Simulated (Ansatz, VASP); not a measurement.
**ClH: VASP beside Ansatz**

```
Cl H
1.0
     5.86501    0.00000    0.00000
    -2.93251    5.07925    0.00000
     0.00000    0.00000   22.78876
Cl H
1 1
Cartesian
  -0.0718 1.2093 16.2275
  -0.0285 1.9878 15.1879
```

Alike in both runs: task single point; functional PBE; k mesh 4 × 4 × 1; occupations gaussian, width 0.1 eV; no spin polarisation.

|  | VASP | Ansatz |
| --- | --- | --- |
| version | VASP 6.6.1 | Ansatz 0.2.0 |
| potentials or method | VASP PAW PBE potentials, release 64 (Cl, H) | scalar-relativistic, plane waves, PAW |
| plane-wave cutoff (eV) | 520 | 420 |
| valence electrons in the cell | 8 | 8 |

```csv
,VASP,Ansatz,Ansatz less VASP
gap on the k mesh at the Fermi level (eV),6.19,6.17,-0.026
least direct gap on the mesh (eV),6.19,6.17,-0.026
rms of the force components (eV/Å),0.255,0.188,-0.0673
```

Atom by atom the forces differ by 0.068 eV/Å (rms over components). With one functional, cell and mesh, what is left measures potentials, basis and numerics.

PBE gaps usually lie below the measured ones, often by a third to a half.
